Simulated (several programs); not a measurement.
# What each method gives for MgI2 (CdCl2 type)

MgI2 in the CdCl2 structure, relaxed with r2SCAN+rVV10 in Ansatz, was computed with several methods. It is trigonal, R-3m (No. 166); a = 4.157 Å, c = 20.677 Å in the conventional setting, 34.39 Å³ an atom. Mg has 6 I at 2.92 Å; I has 3 Mg at 2.92 Å. Note: simulated data, non-magnetic, for a generated structure that need not be the stable one.

```cif
data_structure
_symmetry_space_group_name_H-M 'P 1'
_symmetry_Int_Tables_number 1
_cell_length_a 7.2983
_cell_length_b 7.2983
_cell_length_c 7.2983
_cell_angle_alpha 33.096
_cell_angle_beta 33.096
_cell_angle_gamma 33.096
_cell_volume 103.16
loop_
_atom_site_label
_atom_site_type_symbol
_atom_site_fract_x
_atom_site_fract_y
_atom_site_fract_z
_atom_site_occupancy
Mg1 Mg 0.00000 0.00000 0.00000 1
I1 I 0.25269 0.25269 0.25269 1
I2 I 0.74731 0.74731 0.74731 1
```

Gaps and times are for a single point on this cell; volume and bulk modulus come from each method's own relaxation or energy curve at fixed shape, which is too stiff where a cell has free coordinates or axes. Times are rough, from shared hosts (Arm Neoverse N1; Arm Neoverse V2), and each method has its own mesh and cell size. A double dagger marks a value from a curve with shape and coordinates held. A star marks a curve whose lowest point is an end point. PM6 (MOPAC), PM7 (MOPAC), GFN1-xTB (tblite), GFN2-xTB (tblite) treat a cluster of cells at its zone centre, which samples few k points: where these miss a band edge, the gap comes out too large for that reason alone. Gaps from k meshes are read at a limited set of points (mesh, symmetry points, PBE's band edges), so each method's own least gap may be somewhat smaller. xTB and the PM methods were fitted mostly to molecules, and can miss a solid's gap by electronvolts. Minimal bases can be far off for gaps. Times of the plane-wave ladder aren't listed, since it ran on unlike processors and cards. Curves at held shape can't give the bulk modulus of a layered or molecular crystal, so none is listed. GLLB-SC's gap includes the derivative discontinuity. G0W0 is at finite bands, cutoff and mesh. d marks a direct gap, i an indirect one (no mark: not told apart), a dash a value that wasn't computed or didn't pass its checks.

```tsv
method	kind	gap (eV)	own volume (Å³/atom)	bulk modulus (GPa)	atoms computed	processor time
PBE-D3(BJ)	semilocal	–	33.63	–	3	–
r2SCAN+rVV10	semilocal	–	34.39	–	3	–
PBE-D4	semilocal	–	33.82	–	3	–
light PBE (260 eV and a coarse mesh)	light plane-wave	3.27 i	–	–	3	2.9 s
GFN1-xTB (tblite)	tight binding	2.69	36.31‡	–	cluster	6.3 s
LDA	semilocal	3.09 i	–	–	3	–
PBE/single zeta (GPAW)	small basis	3.58 d	–	–	3	10 s
GFN2-xTB (tblite)	tight binding	4.62	37.87*‡	–	cluster	13 s
PM7 (MOPAC)	semi-empirical	9.39	–	–	cluster	14 s
PM6 (MOPAC)	semi-empirical	5.84	–	–	cluster	19 s
PBE	semilocal	3.27 i	–	–	3	–
r2SCAN	semilocal	3.85 i	–	–	3	–
PBE/SZV (CP2K)	small basis	2.74 d	–	–	3	56 s
PBE+SOC	semilocal	2.93 i	–	–	3	–
PBE/DZVP (CP2K)	small basis	3.20 i	–	–	3	71 s
GLLB-SC (GPAW)	model potential	5.68	–	–	3	3.1 min
G0W0@LDA (140 eV screening cutoff)	many-body	4.77	–	–	3	–
G0W0@PBE (210 eV screening cutoff)	many-body	4.97	–	–	3	–
```

Against r2SCAN (3.85 eV) and with closed or daggered gaps left aside, the nearest gap at the points sampled is that of PBE/single zeta (GPAW) (-0.27 eV) and the farthest that of PM7 (MOPAC) (+5.54 eV). r2SCAN is only a yardstick of convenience: semilocal gaps usually lie below measured ones, which GLLB-SC and hybrids aim to mend.

Only the rows marked +SOC include spin-orbit coupling.
